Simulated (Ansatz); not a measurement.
Runs of Ansatz 0.2.0 on MgTe. Symmetry: F-43m, No. 216, cubic system. Conventional cell: a = 6.464 Å, b = 6.464 Å, c = 6.464 Å, α = 90.00°, β = 90.00°, γ = 90.00°. Around Te (site symmetry -43m) lie 4 Mg at 2.80 Å. Mg (site symmetry -43m) is surrounded by 4 Te at 2.80 Å. The cell comes from a database or a generator and needn't be the stable form of this composition.

| task | level | spin | cell | k mesh | cutoff (eV) | points for each segment of the path | gap on the mesh (eV) | pressure (GPa) | relaxed volume (Å³/atom) |
| --- | --- | --- | --- | --- | --- | --- | --- | --- | --- |
| band structure | BLYP | off | as given | 7 × 7 × 7 | 420 | 14 | 2.50 | 2.0 | - |
| relaxation of cell and atoms | revPBE | off | relaxed | 7 × 7 × 7 | 420 | - | 2.36 | 0.0 | 35.42 |
| band structure | PBEsol | off | as given | 7 × 7 × 7 | 420 | 14 | 2.30 | -0.4 | - |
| relaxation of cell and atoms | BLYP | off | relaxed | 7 × 7 × 7 | 420 | - | 2.24 | 0.0 | (b) |
| band structure | LDA | SOC, no magnetisation | as given | 5 × 5 × 5 | 420 | 14 | 1.91 | -1.5 | - |
| band structure | r2SCAN | off | as given | 7 × 7 × 7 | 500 | 14 | 3.11 | 0.0 | - |
| relaxation of cell and atoms | PBEsol | off | relaxed | 7 × 7 × 7 | 420 | - | 2.35 | 0.0 | (a) |
| relaxation of cell and atoms | LDA | off | relaxed | 7 × 7 × 7 | 420 | - | 2.38 | 0.0 | 32.32 |

Alike in all rows: potentials or basis Ansatz PAW; smearing fermi-dirac 0.05 eV.

Problem. Fill in the values left out.

Solution. (a) 33.37; (b) 35.74.

Caveats: the PAW data sets come from PBE, with cores solved anew for the run's functional, which leaves a small shift of forces and pressure; spin-orbit coupling is left out, which moves the levels of the heavy elements (some runs); odd divisions of the mesh miss points on the zone boundary, where band edges often lie, so the gap on the mesh can be too wide (some runs); the plane-wave basis is chosen anew once the cell has moved, so the energies of steps on either side of that aren't comparable (some runs).

A k mesh can miss the band edges, and rows without SOC leave out spin-orbit coupling on Te.

Runs at the PBE level aren't shown here.
